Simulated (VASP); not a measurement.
# Ba in VASP: relaxation of the atoms with RPBE

Aim: the relaxation of the atoms of Ba with RPBE.

Program: VASP 6.6.1. These are calculated values, not measurements. Logs are shortened: lines on timing, memory, paths and dates and some standing lists are left out, and cuts for length are marked.

## Step 1: The cell of the first run

The cell holds a slab with vacuum, 6 atoms: a = 4.330 Å, b = 7.071 Å, c = 25.206 Å, α = 90.00°, β = 90.00°, γ = 90.00°.

The slab is cut from a database's or a generator's crystal, which needn't be the stable form of the element.

## Step 2: Relaxation of the atoms, RPBE (the (2 1 1) slab of Ba, cut from the database cell, not relaxed)

INCAR

```
  PREC = Accurate
  ENCUT = 520
  EDIFF = 1E-7
  ISMEAR = 0
  SIGMA = 0.05
  LREAL = F
  LASPH = T
  NELM = 100
  ALGO = Normal
  ISIF = 2
  LWAVE = F
  LCHARG = F
  LDIPOL = T
  IDIPOL = 3
  DIPOL = 0.5 0.5 0.500
  GGA = RP
  IBRION = 2
  NSW = 60
  EDIFFG = -0.02
```

KPOINTS

```
Automatic mesh
0
Gamma
  5 3 1
```

POSCAR

```
Ba
1.0
    4.3301270189      0.0000000000      0.0000000000
    0.0000000000      7.0710678119      0.0000000000
    0.0000000000      0.0000000000     25.2062072616
Ba
6
Selective dynamics
Direct
    0.3333333333      0.5000000000      0.2975457562  F F F
    0.6666666667      0.0000000000      0.3785274537  F F F
    0.0000000000      0.5000000000      0.4595091512  F F F
    0.3333333333      0.0000000000      0.5404908488  T T T
    0.6666666667      0.5000000000      0.6214725463  T T T
    0.0000000000      0.0000000000      0.7024542438  T T T
```

Potentials or basis: VASP PAW PBE potentials, release 64 (Ba_sv).

On the command line:

```bash
cat potpaw_PBE.64/Ba_sv/POTCAR > POTCAR
mpirun -np 1 vasp_std > vasp.out
```

OUTCAR:

```text
PREC = Accurate
   ENCUT = 520
   EDIFF = 1E-7
   ISMEAR = 0
   LREAL = F
   LASPH = T
   NELM = 100
   ISIF = 2
   GGA = RP
   IBRION = 2
   NSW = 60
   EDIFFG = -0.02

 ion  position               nearest neighbor table
   1  0.333  0.500  0.298-   3 4.33   2 4.33   2 4.33
   2  0.667  0.000  0.379-   3 4.33   3 4.33   1 4.33   1 4.33   4 4.33
   3  0.000  0.500  0.460-   1 4.33   2 4.33   2 4.33   4 4.33   4 4.33   5 4.33
   4  0.333  0.000  0.540-   6 4.33   5 4.33   5 4.33   3 4.33   3 4.33   2 4.33
   5  0.667  0.500  0.621-   6 4.33   6 4.33   4 4.33   4 4.33   3 4.33
   6  0.000  0.000  0.702-   4 4.33   5 4.33   5 4.33

  LATTYP: Found a simple orthorhombic cell.
 ALAT       =     4.3301270189
 B/A-ratio  =     1.6329931619
 C/A-ratio  =     5.8211242191

  Lattice vectors:

 A1 = (   4.3301270189,   0.0000000000,   0.0000000000)
 A2 = (   0.0000000000,   7.0710678119,   0.0000000000)
 A3 = (   0.0000000000,   0.0000000000,  25.2062072616)

Analysis of symmetry for initial positions (statically):
=====================================================================
 Subroutine PRICEL returns:
 Original cell was already a primitive cell.

 Routine SETGRP: Setting up the symmetry group for a
 simple orthorhombic supercell.

 Subroutine GETGRP returns: Found  4 space group operations
 (whereof  2 operations were pure point group operations)
 out of a pool of  8 trial point group operations.

The static configuration has the point symmetry C_1h.
 The point group associated with its full space group is C_2h.

Analysis of symmetry for dynamics (positions and initial velocities):
=====================================================================
 Subroutine PRICEL returns:
 Original cell was already a primitive cell.

 Routine SETGRP: Setting up the symmetry group for a
 simple orthorhombic supercell.

 Subroutine GETGRP returns: Found  4 space group operations
 (whereof  2 operations were pure point group operations)
 out of a pool of  8 trial point group operations.

The dynamic configuration has the point symmetry C_1h.
 The point group associated with its full space group is C_2h.

Analysis of constrained symmetry for selective dynamics:
=====================================================================
 Subroutine PRICEL returns:
 Original cell was already a primitive cell.

 Routine SETGRP: Setting up the symmetry group for a
 simple orthorhombic supercell.

 Subroutine GETGRP returns: Found  2 space group operations
 (whereof  2 operations were pure point group operations)
 out of a pool of  8 trial point group operations.

The constrained configuration has the point symmetry C_1h.

 Subroutine INISYM returns: Found  2 space group operations
 (whereof  2 operations are pure point group operations),
 and found     1 'primitive' translations

----------------------------------------------------------------------------------------

                                     Primitive cell

  volume of cell :     771.7793

  direct lattice vectors                    reciprocal lattice vectors
     4.330127019  0.000000000  0.000000000     0.230940108  0.000000000  0.000000000
     0.000000000  7.071067812  0.000000000     0.000000000  0.141421356  0.000000000
     0.000000000  0.000000000 25.206207262     0.000000000  0.000000000  0.039672767

  length of vectors
     4.330127019  7.071067812 25.206207262     0.230940108  0.141421356  0.039672767

  position of ions in fractional coordinates (direct lattice)
     0.333333333  0.500000000  0.297545756
     0.666666667  0.000000000  0.378527454
     0.000000000  0.500000000  0.459509151
     0.333333333  0.000000000  0.540490849
     0.666666667  0.500000000  0.621472546
     0.000000000  0.000000000  0.702454244

  ion indices of the primitive-cell ions
   primitive index   ion index
                 1           1
                 2           2
                 3           3
                 4           4
                 5           5
                 6           6

----------------------------------------------------------------------------------------

 KPOINTS: Automatic mesh

Automatic generation of k-mesh.
 Grid dimensions read from file:
 generate k-points for:    5    3    1

 Generating k-lattice:

  Cartesian coordinates                     Fractional coordinates (reciprocal lattice)
     0.046188022  0.000000000  0.000000000     0.200000000  0.000000000  0.000000000
     0.000000000  0.047140452  0.000000000     0.000000000  0.333333333  0.000000000
     0.000000000  0.000000000  0.039672767     0.000000000  0.000000000  1.000000000

  Length of vectors
     0.046188022  0.047140452  0.039672767

  Shift w.r.t. Gamma in fractional coordinates (k-lattice)
     0.000000000  0.000000000  0.000000000

 Subroutine IBZKPT returns following result:
 ===========================================

 Found      6 irreducible k-points:

 Following reciprocal coordinates:
            Coordinates               Weight
  0.000000  0.000000  0.000000      1.000000
  0.200000  0.000000  0.000000      2.000000
  0.400000  0.000000  0.000000      2.000000
  0.000000  0.333333  0.000000      2.000000
  0.200000  0.333333  0.000000      4.000000
  0.400000  0.333333  0.000000      4.000000
   k-points           NKPTS =      6   k-points in BZ     NKDIM =      6   number of bands    NBANDS=     36
   number of dos      NEDOS =    301   number of ions     NIONS =      6
   total plane-waves  NPLWV = 331776
   dimension x,y,z NGX =    32 NGY =   54 NGZ =  192
   dimension x,y,z NGXF=    64 NGYF=  108 NGZF=  384
   ions per type =               6
   NGX,Y,Z   is equivalent  to a cutoff of  12.29, 12.70, 12.66 a.u.
   NGXF,Y,Z  is equivalent  to a cutoff of  24.57, 25.39, 25.33 a.u.
 SYSTEM =  unknown system
   PREC   = accura    normal or accurate (medium, high low for compatibility)
   ISTART =      0    job   : 0-new  1-cont  2-samecut
   ICHARG =      2    charge: 1-file 2-atom 10-const
   ISPIN  =      1    spin polarized calculation?
   LNONCOLLINEAR =      F non collinear calculations
   LSORBIT =      F    spin-orbit coupling
   LASPH  =      T    aspherical Exc in radial PAW
   ENCUT  =  520.0 eV  38.22 Ry    6.18 a.u.   8.05 13.15 46.87*2*pi/ulx,y,z
   NELM   =    100;   NELMIN=  2; NELMDL= -5     # of ELM steps
   EDIFF  = 0.1E-06   stopping-criterion for ELM
   LREAL  =      F    real-space projection
   EDIFFG = -.2E-01   stopping-criterion for IOM
   NSW    =     60    number of steps for IOM
   IBRION =      2    ionic relax: 0-MD 1-quasi-New 2-CG
   NFREE  =      1    steps in history (QN), initial steepest desc. (CG)
   ISIF   =      2    stress and relaxation
   ISYM   =      2    0-nonsym 1-usesym 2-fastsym
   POTIM  = 0.5000    time-step for ionic-motion
   TEBEG  =    0.0;   TEEND  =   0.0 temperature during run
   PSTRESS=    0.0 pullay stress
   NELECT =      60.0000    total number of electrons
   NUPDOWN=      -1.0000    fix difference up-down
   EMIN   =  10.00;   EMAX   =-10.00  energy-range for DOS
   EFERMI =   0.00;   METHOD = LEGACY
   ISMEAR =     0;   SIGMA  =   0.05  broadening in eV -4-tet -1-fermi 0-gaus
   EFERMI_NEDOS =   21; number of points for ismear=-14 and -15
   IALGO  =     38    algorithm
   IMIX   =      4    mixing-type and parameters
     AMIX     =   0.40;   BMIX     =  1.00
     AMIX_MAG =   1.60;   BMIX_MAG =  1.00
  volume/ion in A,a.u.               =     128.63       868.04
  Fermi-wavevector in a.u.,A,eV,Ry     =   0.698706  1.320362  6.642221  0.488189
  Thomas-Fermi vector in A             =   1.782383
   LORBIT       =      0    0 simple, 1 ext, 2 COOP (PROOUT), +10 PAW based schemes
   GGA     = RP    functional components
   LHFCALC =     F    Hartree Fock is set to
   AEXX    =    0.0000 exact exchange contribution
   IVDW    =     0    specifies the selected vdW correction
   LEPSILON=     F    determine dielectric tensor
   LRPA    =     F    only Hartree local field effects (RPA)
 conjugate gradient relaxation of ions
 non-spin polarized calculation
 Gauss-broadening in eV      SIGMA  =   0.05
  energy-cutoff  :      520.00
  volume of cell :      771.78
 maximum number of plane-waves:     20851
   NGX = 17   NGY = 27   NGZ = 93

--------------------------------------- Ionic step        1  -------------------------------------------

 number of electron      60.0000002 magnetization

 Free energy of the ion-electron system (eV)
  ---------------------------------------------------
  ext. energy  EPLUGINS =         0.00000000
  ---------------------------------------------------
  free energy    TOTEN  =        -8.75569679 eV

  energy without entropy =       -8.73965117  energy(sigma->0) =       -8.74767398

------------------------ aborting loop because EDIFF is reached ----------------------------------------

  FORCE on cell =-STRESS in cart. coord.  units (eV):
  Direction    XX          YY          ZZ          XY          YZ          ZX
  --------------------------------------------------------------------------------------
  -------------------------------------------------------------------------------------
  Total        1.7032030      1.0153752      0.9702119      0.0000000      0.0000000      0.3262235
  in kB        3.5357688      2.1078707      2.0141139      0.0000000      0.0000000      0.6772245
  external PRESSURE =       2.5525845 kB  Pullay stress =       0.0000000 kB
[... 101 lines left out ...]
  FREE ENERGIE OF THE ION-ELECTRON SYSTEM (eV)
  ---------------------------------------------------
  free  energy   TOTEN  =        -8.7643222573 eV

  energy  without entropy=       -8.7486950470  energy(sigma->0) =       -8.75650865

[... ionic steps 4 to 9 ...]

--------------------------------------- Ionic step       10  -------------------------------------------

 number of electron      60.0000002 magnetization

------------------------ aborting loop because EDIFF is reached ----------------------------------------

  FORCE on cell =-STRESS in cart. coord.  units (eV):
  Direction    XX          YY          ZZ          XY          YZ          ZX
  --------------------------------------------------------------------------------------
  -------------------------------------------------------------------------------------
  Total        1.8298681      0.6361377      0.2784968      0.0000000      0.0000000      0.3336674
  in kB        3.7987196      1.3205917      0.5781463      0.0000000      0.0000000      0.6926776
  external PRESSURE =       1.8991525 kB  Pullay stress =       0.0000000 kB
[... 61 lines left out ...]
  FREE ENERGIE OF THE ION-ELECTRON SYSTEM (eV)
  ---------------------------------------------------
  free  energy   TOTEN  =        -8.7984710719 eV

  energy  without entropy=       -8.7858885848  energy(sigma->0) =       -8.79217983

 dipolmoment           0.000000      0.000000     -0.009458 electrons x Angstroem

--------------------------------------- Ionic step       12  -------------------------------------------

 number of electron      60.0000002 magnetization

 dipolmoment           0.000000      0.000000      0.002258 electrons x Angstroem

 Free energy of the ion-electron system (eV)
  ---------------------------------------------------
  ext. energy  EPLUGINS =         0.00000000
  ---------------------------------------------------
  free energy    TOTEN  =        -8.79900337 eV

  energy without entropy =       -8.78627886  energy(sigma->0) =       -8.79264111

 E-fermi :  -0.1656     XC(G=0):  -4.3168

 val. band max:       -0.2292611551   @ k =   0.4000   0.3333   0.0000
 cond. band min:      -0.1626307996   @ k =   0.4000   0.0000   0.0000
 fundamental gap:      0.0666303554
 Fermi energy:        -0.1655657342

 k-point     1 :       0.0000    0.0000    0.0000
  band No.  band energies     occupation
      1     -29.7614      2.00000
      2     -29.7323      2.00000
      3     -29.2152      2.00000
      4     -29.2048      2.00000
      5     -29.1044      2.00000
      6     -29.0663      2.00000
[... 223 lines left out ...]
     35       0.4623      0.00000
     36       0.5387      0.00000

------------------------ aborting loop because EDIFF is reached ----------------------------------------

 vacuum level on the upper side and lower side of the slab       (xc-potential included)        -0.286        -0.281

  FORCE on cell =-STRESS in cart. coord.  units (eV):
  Direction    XX          YY          ZZ          XY          YZ          ZX
  --------------------------------------------------------------------------------------
  -------------------------------------------------------------------------------------
  Total        1.8219898      0.5243153      0.1662018      0.0000000      0.0000000      0.3314669
  in kB        3.7823645      1.0884538      0.3450271      0.0000000      0.0000000      0.6881095
  external PRESSURE =       1.7386151 kB  Pullay stress =       0.0000000 kB

 VOLUME and BASIS-vectors are now :
 -----------------------------------------------------------------------------
  energy-cutoff  :      520.00
  volume of cell :      771.78
      direct lattice vectors                 reciprocal lattice vectors
     4.330127019  0.000000000  0.000000000     0.230940108  0.000000000  0.000000000
     0.000000000  7.071067812  0.000000000     0.000000000  0.141421356  0.000000000
     0.000000000  0.000000000 25.206207262     0.000000000  0.000000000  0.039672767
[... 12 lines left out ...]
  FREE ENERGIE OF THE ION-ELECTRON SYSTEM (eV)
  ---------------------------------------------------
  free  energy   TOTEN  =        -8.7990033707 eV

  energy  without entropy=       -8.7862788555  energy(sigma->0) =       -8.79264111

 reached required accuracy - stopping structural energy minimisation

 vacuum level on the upper side and lower side of the slab         1.792         1.797
```

Wall time 36 min (1 thread of Intel Xeon Platinum 8488C (Sapphire Rapids), shared host); peak memory 0.79 GiB.

What came out:

- Free energy: -8.7990 eV
- Energy gained by relaxing: 7.2 meV/atom
- Ionic steps: 12
- Band gap on the k mesh: none (metal or under the smearing width)

Step by step:
```tsv
step	energy change (eV)	largest force (eV/Å)	pressure (GPa)
1	0.0000	0.1423	0.26
2	-0.0023	0.1415	0.25
3	-0.0086	0.1394	0.25
4	-0.0191	0.1363	0.24
5	-0.0306	0.1337	0.23
6	-0.0314	0.1338	0.23
7	-0.0360	0.1339	0.22
8	-0.0397	0.1341	0.20
9	-0.0408	0.1337	0.19
10	-0.0420	0.1332	0.19
11	-0.0428	0.1335	0.18
12	-0.0433	0.1343	0.17
```

Final structure:
```yaml
crystal:
  lattice:
    - [4.33013, 0.00000, 0.00000]
    - [0.00000, 7.07107, 0.00000]
    - [0.00000, 0.00000, 25.20621]
  atoms:
    - { symbol: Ba, position: [0.33333, 0.50000, 0.29755] }
    - { symbol: Ba, position: [0.66667, 0.00000, 0.37853] }
    - { symbol: Ba, position: [0.00000, 0.50000, 0.45951] }
    - { symbol: Ba, position: [0.31643, 0.00000, 0.54596] }
    - { symbol: Ba, position: [0.63339, 0.50000, 0.62733] }
    - { symbol: Ba, position: [0.05993, 0.00000, 0.71130] }
```

Caveat: the PAW data sets were made with another functional, which shifts forces and pressure a little.
